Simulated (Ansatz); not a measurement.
# 6-layer 1T-PtSSe (AA) in a perpendicular field, part 2 of 3

Wanted: the out-of-plane response of the 6-layer 1T-PtSSe (AA). A positive field points along +c.

Ansatz 0.2.0; plane-wave DFT, PBE-D3(BJ), Ansatz PAW.

So far. Step 2 (Relaxation): The lattice constant a goes from 3.660 to 3.668 Å.

### 3. Single point, field 0, start network

A sawtooth potential applies the field, turning back in the middle of the vacuum. With the dipole correction the typed value is the field outside the slab. The induced dipole is small, so the SCF threshold is tight.

The cell differs from the one that the last finished run ended in (c 86.984 → 44.266 Å).

input.yaml

```yaml
crystal:
  lattice:
    - [3.6682338579, 0.0, 0.0]
    - [-1.8341169289, 3.1767837079, 0.0]
    - [0.0, 0.0, 44.2660226255]
  atoms:
    - { symbol: Se, position: [0.6666666667, 0.3333333333, 0.2033162111] }
    - { symbol: Pt, position: [0.0, 0.0, 0.2336453865] }
    - { symbol: S, position: [0.3333333333, 0.6666666667, 0.2602552038] }
    - { symbol: Se, position: [0.6666666667, 0.3333333333, 0.3114980092] }
    - { symbol: Pt, position: [0.0, 0.0, 0.3412824767] }
    - { symbol: S, position: [0.3333333333, 0.6666666667, 0.3680750789] }
    - { symbol: Se, position: [0.6666666667, 0.3333333333, 0.4185960929] }
    - { symbol: Pt, position: [0.0, 0.0, 0.4483580823] }
    - { symbol: S, position: [0.3333333333, 0.6666666667, 0.475138866] }
    - { symbol: Se, position: [0.6666666667, 0.3333333333, 0.5255607771] }
    - { symbol: Pt, position: [0.0, 0.0, 0.5552959321] }
    - { symbol: S, position: [0.3333333333, 0.6666666667, 0.582056087] }
    - { symbol: Se, position: [0.6666666667, 0.3333333333, 0.632613233] }
    - { symbol: Pt, position: [0.0, 0.0, 0.6622991785] }
    - { symbol: S, position: [0.3333333333, 0.6666666667, 0.689049721] }
    - { symbol: Se, position: [0.6666666667, 0.3333333333, 0.7401173522] }
    - { symbol: Pt, position: [0.0, 0.0, 0.7694559809] }
    - { symbol: S, position: [0.3333333333, 0.6666666667, 0.7966837889] }
kpoints:
  mp_grid: { grid: [18, 18, 1] }
  band_path:
    path: [[0, 0, 0], [0.5, 0, 0], [0.33333333, 0.33333333, 0], [0, 0, 0]]
    npoints: 16
hamiltonian:
  xc: pbe
  dispersion: d3bj
scf:
  occupations: { method: fermi_dirac, width: 0.02585 }
  convergence: { dr2_threshold: 1.0e-10 }
efield:
  axis: 3
  dipole_correction: true
  ramp_position: 0.97
  ramp_width: 0.06
  amplitude: 0
output:
  dos: { projected: true, e_range: [-6, 5] }
  write_potential: true
  write_density: true
  volumetric_format: npy
  elf: true
```

Command:

```
$ ansatz run input.yaml --threads 4 --pin off --max-ram 16384MiB --backend cpu --events-out ev --progress --plain --runs-dir out
```

Numbers of over 12 decimals in the logs are rounded to 6 here.

The log of the run:

```text
[...]
Crystal: 18 atoms, lattice volume = 515.840 Å³
Basis set: ecut = 420 eV, 10059 PW (Γ)
Bands: 144, of which v1, the nominal top of the filled ones, is band 120 counted from 1 (119 counted from 0)
Symmetry: 6 space group operations
[...]
k-points: 37 of 324 (time reversal used)
[...]
SCF iter   1: F=—  HF=-113378.892590 eV  |F-HF|=—  |Δ(HF+E_count)|=         —  Δρ=3.07e-3  dr2=2.13e0  ethr=1.77e-3  p=-0.102 e·Å  D=-3.57e-2 V/Å  ΔV_dip=1.58 eV  dr2_dipole=2.11e0  V_vac-E_F(+/−)=5.86/4.28 eV  ⟨swp⟩=7.8  Hψ=21703  notcnv=0  defer=114
efield: sawtooth ramp at fractional position 0.9700 (set: `efield.ramp_position`, or a place that a band, a saddle search or an elastic batch's reference lends), width 0.0600; the density the first Hamiltonian is built on has a dipole p = -0.102 e·Å; the dipole correction subtracts the counter field D = -3.57e-2 V/Å, which shifts the + side's vacuum level by +1.58 eV against the − side's; the planar-averaged density in the ramp window peaks in size at 9.8e-6 e/Å³
[...]
SCF iter   2: F=—  HF=-113378.881148 eV  |F-HF|=—  |Δ(HF+E_count)|=   1.14e-2  Δρ=1.91e-3  dr2=1.87e-1  ethr=8.89e-4  p=-0.090 e·Å  D=-3.16e-2 V/Å  ΔV_dip=1.40 eV  dr2_dipole=1.06e-1  V_vac-E_F(+/−)=5.70/4.30 eV  ⟨swp⟩=1.2  Hψ=6152  notcnv=0  defer=397
[...]
SCF iter  15: F=-113378.874077 eV  HF=-113378.874077 eV  |F-HF|=3.20e-10  |Δ(HF+E_count)|=  3.06e-10  Δρ=4.66e-8  dr2=1.69e-11  ethr=1.00e-12  p=-0.084 e·Å  D=-2.94e-2 V/Å  ΔV_dip=1.30 eV  dr2_dipole=1.47e-12  V_vac-E_F(+/−)=5.66/4.35 eV  ⟨swp⟩=12.8  Hψ=20079  notcnv=0
SCF 1 converged in 15 iterations: F = -113378.874077 eV  dr2 = 1.69e-11
[...]
NSCF: frozen V_eff on 49 k-points
efield: sawtooth ramp at fractional position 0.9700 (kept from the solve that this one continues, or follows in the run), width 0.0600; the density the first Hamiltonian is built on has a dipole p = -0.084 e·Å; the dipole correction subtracts the counter field D = -2.94e-2 V/Å, which shifts the + side's vacuum level by +1.30 eV against the − side's; the planar-averaged density in the ramp window peaks in size at 6.8e-6 e/Å³
[...]
SCF converged after 15 iterations
Free energy (F): -113378.874077 eV
[...]
Internal energy: -113378.866179 eV  (E = F + TS)
E sigma→0 (E₀):  -113378.870128 eV
Entropy (-TS):   -0.007898 eV (-0.439 meV/atom)
Fermi energy:    6.672690 eV
Dipole field:    D = -0.029431 V/Å  (p = -0.083898 e·Å, saw-weighted, corrected)
Work function:   Φ+ = 5.6563 eV   Φ− = 4.3536 eV
Levels:          The Fermi level and band energies are counted from a zero that moves with the ramp; work functions are not
[...]
--- Band table (eV; the first three rows and the last of 37) ---
  k-point 0: bands = [... 116 lower, 5.6946, 6.0646, 6.5829, 6.9928, 7.8377, 7.8377, 8.0614, 8.0614, ... 20 higher]
  k-point 1: bands = [... 116 lower, 5.8899, 6.2578, 6.6151, 6.8773, 7.7509, 7.7648, 7.9249, 8.0005, ... 20 higher]
  k-point 2: bands = [... 116 lower, 6.1615, 6.2786, 6.4861, 6.7456, 7.5121, 7.5986, 7.7299, 7.8567, ... 20 higher]
  k-point 36: bands = [... 116 lower, 4.6915, 4.8558, 4.9111, 5.2730, 6.5761, 6.9331, 6.9560, 7.2763, ... 20 higher]
```

Run time: 7.3 min. Hardware: 4 threads of Arm Neoverse N1, shared host; peak memory 3.9 GiB; 29 min of CPU time.

The column dr2 measures how far the density is from self-consistency, as an energy; F and HF (Harris–Foulkes) agree once it is small.

Numbers from this step:

```
energy at zero smearing        : -113378.8701 eV
work function, upper face      : 5.656 eV
work function, lower face      : 4.354 eV
dipole along the normal        : -0.08390 e·Å
step between the vacuum levels : 1.303 eV
```

Running mean over a fixed 2.5 Å (it still follows the layers) of the planar mean; the ramp of the sawtooth is left out. The electron's electrostatic potential energy less the Fermi level by z:

```
z (Å)  electron's electrostatic potential energy less the Fermi level (eV)
    4                                                                 4.35
    5                                                                 4.35
    6                                                                 4.31
    7                                                                 3.65
    8                                                                0.520
    9                                                                -4.93
   10                                                                -9.48
   11                                                                -9.09
   12                                                                -3.77
   13                                                                -2.15
   14                                                                -6.53
   15                                                                -9.76
   16                                                                -7.89
   17                                                                -3.01
   18                                                                -2.59
   19                                                                -7.90
   20                                                                -9.86
   21                                                                -6.30
   22                                                                -2.45
   23                                                                -3.60
   24                                                                -8.85
   25                                                                -9.64
   26                                                                -4.70
   27                                                                -2.10
   28                                                                -5.04
   29                                                                -9.34
   30                                                                -8.75
   31                                                                -3.34
   32                                                                -1.85
   33                                                                -6.36
   34                                                                -9.26
   35                                                                -6.87
   36                                                              -0.0170
   37                                                                 4.52
   38                                                                 5.60
   39                                                                 5.65
   40                                                                 5.66
```

The density of states has structure finer than the step of the table below, so its rows give means over 0.25 eV, whole bins alone (the curve runs from -6 to 1.99 eV). Peaks (eV: height): -4.590: 24.9, -4.480: 26.3, -4.430: 27.0, -4.350: 24.6, -3.380: 28.1, -3.270: 27.6, 1.640: 24.0.

Density of states against energy, zero at the Fermi level; means over each step:

```
energy (eV)  density of states (states/eV a cell)
      -5.75                                  19.8
      -5.50                                  11.7
      -5.25                                  11.4
      -5.00                                  14.2
      -4.75                                  18.4
      -4.50                                  23.5
      -4.25                                  19.9
      -4.00                                  10.4
      -3.75                                  11.2
      -3.50                                  24.3
      -3.25                                  21.9
      -3.00                                  16.7
      -2.75                                  16.4
      -2.50                                  15.9
      -2.25                                  15.4
      -2.00                                  17.0
      -1.75                                  16.3
      -1.50                                  12.6
      -1.25                                  8.64
      -1.00                                  6.78
      -0.75                                  5.13
      -0.50                                  3.55
      -0.25                                  1.72
       0.00                                  3.17
       0.25                                  5.75
       0.50                                  9.30
       0.75                                  11.6
       1.00                                  12.0
       1.25                                  14.4
       1.50                                  13.5
       1.75                                  14.2
```

Projected DOS per atom over height of the atomic layer and energy from the Fermi level. Layers: Se Pt S Se Pt S Se Pt S Se Pt S Se Pt S Se Pt S from below.

Ten even steps from '0' (0.02 states/eV) to '9' (3.81 states/eV), each cell a mean:
```
000111211111211322
111212211211111222
222111111111211111
222111111111111000
111011110110000000
000000000000000000
000000000000000000
000000000000000102
000000000000001213
101101111112112222
323212212222222222
222222222222121121
221121121131121121
121121121121131191
141171181191191030
191171150040020020
010010020020031162
051161161171161151
152161151141141021
241131121120020121
120010011021121142
132132132132142272
```
Columns: height of the atomic layer (Å) from 9 to 35.3 (not evenly spaced); rows upwards: energy from the Fermi level (eV) from -5.96 to 1.96.

Electronic bands along the path, in eV, zero at the Fermi level:

```
  point  band 117  band 118  band 119  band 120  band 121  band 122  band 123  band 124
      Γ     -0.98     -0.61     -0.09      0.32      1.17      1.17      1.39      1.39
halfway     -1.18     -1.03     -0.72     -0.36      0.12      0.44      0.64      0.77
      M     -2.36     -2.00     -1.63     -1.34      0.68      0.75      0.95      1.04
halfway     -1.73     -1.66     -1.55     -1.41      0.33      0.48      0.58      0.72
      K     -1.98     -1.82     -1.76     -1.40     -0.10      0.26      0.28      0.60
halfway     -1.16     -1.07     -0.80     -0.51      0.13      0.32      0.51      0.64
      Γ     -0.98     -0.61     -0.09      0.32      1.17      1.17      1.39      1.39
```

Valence density in the ca plane at fractional y = 0.000, with atoms of Pt within 0.2 Å of it. It is the smooth field of the valence electrons, not physical close to the nuclei.

Ten steps, logarithmic in the rise over the least value, from '0' (0 e/Å³) to '9' (11 e/Å³), each cell a mean:
```
00000000000000000001237998631000013689963100
00000000000000000001235776421100113477753110
00000000000000000011223444321111122344432211
00000000000000000012222222222111222222222221
00000000000000000112332222232211233222223221
00000000000000000112332222222211223222222221
00000000000000000012223333322111122333332211
00000000000000000001224565321100122456542110
00000000000000000001236898531000113689863100
00000000000000000001247999731000014799974100
```
Columns run along c (16.0 Å, from fractional 0.04 to 0.40 of the cell), rows up along a (3.7 Å). Atoms in or near the plane, at fractional coordinates: Pt at (0.23, 0.00), Pt at (0.34, 0.00).

Electrostatic potential energy in the ca plane at fractional y = 0.000, with atoms of Pt within 0.2 Å of it. With pseudopotentials it is smooth inside the atoms' cores, unlike the true potential.

Ten even steps from '0' (-59 eV) to '9' (12 eV), each cell a mean:
```
99999999999999999999983000489999998400038999
99999999999999999999986323799999999731368999
99999999999999999999998778899999999877789999
99999999999999999999889999999999988999999999
99999999999999999998889999989999988999998999
99999999999999999999889999999999988999999999
99999999999999999999999888999999999988899999
99999999999999999999997546899999999864589999
99999999999999999999984001589999998510058999
99999999999999999999982000389999998300038999
```
Columns run along c (16.0 Å, from fractional 0.04 to 0.40 of the cell; values clipped at the 3rd and 97th percentile), rows up along a (3.7 Å). Atoms in or near the plane, at fractional coordinates: Pt at (0.23, 0.00), Pt at (0.34, 0.00).

ELF in the ca plane at fractional y = 0.000, with atoms of Pt within 0.2 Å of it. It is the smooth field of the valence electrons, not physical close to the nuclei.

Ten even steps from '0' (0.00) to '9' (0.68), each cell a mean:
```
00000000000000000001347999742000134799975310
00000000000000000012344786432100134468743210
00000000000000001346664444454211466444445531
00000000000000024689886334687423688643368752
00000000000000135899986324798524898632378862
00000000000000125899986324788523788632368852
00000000000000012567775334576312577543356641
00000000000000000124444565443101244456544320
00000000000000000001346898642100134689864210
00000000000000000001358999853000135899985310
```
Columns run along c (16.0 Å, from fractional 0.04 to 0.40 of the cell), rows up along a (3.7 Å). Atoms in or near the plane, at fractional coordinates: Pt at (0.23, 0.00), Pt at (0.34, 0.00).

The work function of the upper face is 5.66 eV.

### 4. Atoms held, field 0.1 V/Å

input.yaml: that of step 3 with these lines changed.

```diff
@@ -40,5 +40,4 @@
   ramp_width: 0.06
-  amplitude: 0
+  amplitude: 0.1
 output:
-  dos: { projected: true, e_range: [-6, 5] }
   write_potential: true
@@ -46,2 +45 @@
   volumetric_format: npy
-  elf: true
```

The log of the run:

```text
[...]
Crystal: 18 atoms, lattice volume = 515.840 Å³
Basis set: ecut = 420 eV, 10059 PW (Γ)
Bands: 144, of which v1, the nominal top of the filled ones, is band 120 counted from 1 (119 counted from 0)
Symmetry: 6 space group operations
[...]
k-points: 37 of 324 (time reversal used)
[...]
k-point 0: bands = [... 116 lower, 5.7026, 6.0603, 6.5793, 6.9894, 7.8304, 7.8304, 8.0540, 8.0540, ... 20 higher]
  k-point 1: bands = [... 116 lower, 5.8844, 6.2527, 6.6109, 6.8749, 7.7421, 7.7576, 7.9178, 7.9932, ... 20 higher]
  k-point 2: bands = [... 116 lower, 6.1547, 6.2733, 6.4824, 6.7450, 7.5010, 7.5914, 7.7218, 7.8495, ... 20 higher]
  k-point 36: bands = [... 116 lower, 4.6866, 4.8519, 4.9146, 5.2838, 6.5637, 6.9268, 6.9492, 7.2719, ... 20 higher]
[key lines of the parts left out:]
SCF converged after 21 iterations
Free energy (F): -113378.874768 eV
Fermi energy:    6.664300 eV
Dipole field:    D = 0.034286 V/Å  (p = 0.097739 e·Å, saw-weighted, corrected)
```

It took 8.2 min on 4 threads; peak memory 3.4 GiB; 32 min of CPU time.

The dipole is 0.0977 e·Å, 0.182 e·Å from its value without field.

### 5. Single point, field -0.1 V/Å

input.yaml: that of step 4 with these lines changed.

```diff
@@ -40,3 +40,3 @@
   ramp_width: 0.06
-  amplitude: 0.1
+  amplitude: -0.1
 output:
```

The log of the run:

```text
[...]
Crystal: 18 atoms, lattice volume = 515.840 Å³
Basis set: ecut = 420 eV, 10059 PW (Γ)
Bands: 144, of which v1, the nominal top of the filled ones, is band 120 counted from 1 (119 counted from 0)
Symmetry: 6 space group operations
[...]
k-points: 37 of 324 (time reversal used)
[...]
k-point 0: bands = [... 116 lower, 5.6860, 6.0684, 6.5859, 6.9958, 7.8444, 7.8444, 8.0683, 8.0683, ... 20 higher]
  k-point 1: bands = [... 116 lower, 5.8949, 6.2623, 6.6188, 6.8792, 7.7591, 7.7715, 7.9314, 8.0073, ... 20 higher]
  k-point 2: bands = [... 116 lower, 6.1679, 6.2833, 6.4892, 6.7457, 7.5227, 7.6052, 7.7375, 7.8634, ... 20 higher]
  k-point 36: bands = [... 116 lower, 4.6959, 4.8591, 4.9071, 5.2616, 6.5880, 6.9387, 6.9624, 7.2801, ... 20 higher]
[key lines of the parts left out:]
SCF converged after 20 iterations
Free energy (F): -113378.891546 eV
Fermi energy:    6.680474 eV
Dipole field:    D = -0.093126 V/Å  (p = -0.265475 e·Å, saw-weighted, corrected)
```

Wall time 8.1 min (4 threads); peak memory 3.5 GiB; 32 min of CPU time.

The dipole is -0.265 e·Å, -0.182 e·Å from its value without field.

### 6. Single point, field 0.2 V/Å

input.yaml: that of step 5 with these lines changed.

```diff
@@ -40,3 +40,3 @@
   ramp_width: 0.06
-  amplitude: -0.1
+  amplitude: 0.2
 output:
```

The log of the run:

```text
[...]
Crystal: 18 atoms, lattice volume = 515.840 Å³
Basis set: ecut = 420 eV, 10059 PW (Γ)
Bands: 144, of which v1, the nominal top of the filled ones, is band 120 counted from 1 (119 counted from 0)
Symmetry: 6 space group operations
[...]
k-points: 37 of 324 (time reversal used)
[...]
k-point 0: bands = [... 116 lower, 5.7098, 6.0555, 6.5752, 6.9854, 7.8226, 7.8226, 8.0461, 8.0461, ... 20 higher]
  k-point 1: bands = [... 116 lower, 5.8787, 6.2470, 6.6061, 6.8721, 7.7328, 7.7498, 7.9102, 7.9853, ... 20 higher]
  k-point 2: bands = [... 116 lower, 6.1473, 6.2676, 6.4781, 6.7439, 7.4893, 7.5837, 7.7134, 7.8417, ... 20 higher]
  k-point 36: bands = [... 116 lower, 4.6811, 4.8474, 4.9175, 5.2939, 6.5508, 6.9200, 6.9418, 7.2667, ... 20 higher]
[key lines of the parts left out:]
SCF converged after 20 iterations
Free energy (F): -113378.893628 eV
Fermi energy:    6.655371 eV
Dipole field:    D = 0.098037 V/Å  (p = 0.279474 e·Å, saw-weighted, corrected)
```

Wall time 8.2 min (4 threads); peak memory 3.5 GiB.

The dipole is 0.279 e·Å, 0.363 e·Å from its value without field.

[end of part 2 of 3]

[Logs are printed without paths, hosts, clocks, repeated set-up lines and the standing remarks that a program may print on its own settings, such as how far it seeks lower states.]

[Hosts, paths, dates, database ids (printed as entryN), source tags and the programs' standing remarks are cut or masked in the printed files.]

[Maps of the electrostatic potential energy from Ansatz leave out the sawtooth potential of an applied field or a dipole correction, so their vacuum need not be flat; planar profiles and work functions include it.]

[The density of states shown here was stored with 400 of the rows of the run's finer table, so its peaks can read low, often by over a quarter, or be missed, and its means over a window can be off by a tenth or more.]
